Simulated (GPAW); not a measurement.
Runs of GPAW 26.7.0 on GaP. Symmetry: F-43m, No. 216, cubic system. The conventional cell has a = 5.451 Å, b = 5.451 Å, c = 5.451 Å, α = 90.00°, β = 90.00°, γ = 90.00°. Ga (site symmetry -43m) has 4 P at 2.36 Å as nearest neighbours. P (site symmetry -43m) is surrounded by 4 Ga at 2.36 Å. 

```csv
task,level,potentials or basis,spin,cell,k mesh,cutoff (eV),smearing,response ecut,kernel,over volumes,N frequencies,maxiter,other keys,mesh quality,gap on the mesh (eV),pressure (GPa)
single point,RPBE,"the program's PAW data sets (release 1.2.1) made for this functional, pw",off,as given,7 × 7 × 7,450,fermi-dirac 0.05 eV,-,-,-,-,80,-,not flagged,1.71,(a)
single point,HSE06,"GPAW PAW data sets (gpaw-data 1.2.1), pw",off,as given,4 × 4 × 4,450,fermi-dirac 0.05 eV,-,-,-,-,60,-,coarse,2.32,-
phonons,LDA,"PAW data sets generated in the run's folder for this functional, pw",off,relaxed,8 × 8 × 8,510,fermi-dirac 0.05 eV,-,-,-,-,100,"several, not listed",not flagged,(b),0.0
band structure,optB88-vdW,"GPAW PAW data sets (gpaw-data 1.2.1), pw","SOC, no magnetisation",as given,8 × 8 × 8,600,fermi-dirac 0.05 eV,-,-,-,-,150,-,not flagged,1.66,-
```

Fill in the values left out.

(a) 6.7; (b) 1.50.

Caveats: some runs use coarse meshes; the cutoff is short for stress and forces, so pressures can be off by a GPa or more (some runs); the PAW data sets were made with another functional, which shifts forces and pressure a little (some runs); an odd mesh through Γ misses points on the zone boundary, where band edges often lie (some runs); exact exchange converges slowly with the k mesh, and this mesh is small (some runs); the LO-TO splitting is left out (some runs); phonon bands are interpolated from a small supercell (some runs).

A k mesh can miss the band edges, and rows without SOC leave out spin-orbit coupling on Ga.

Runs at the PBE level aren't shown here.
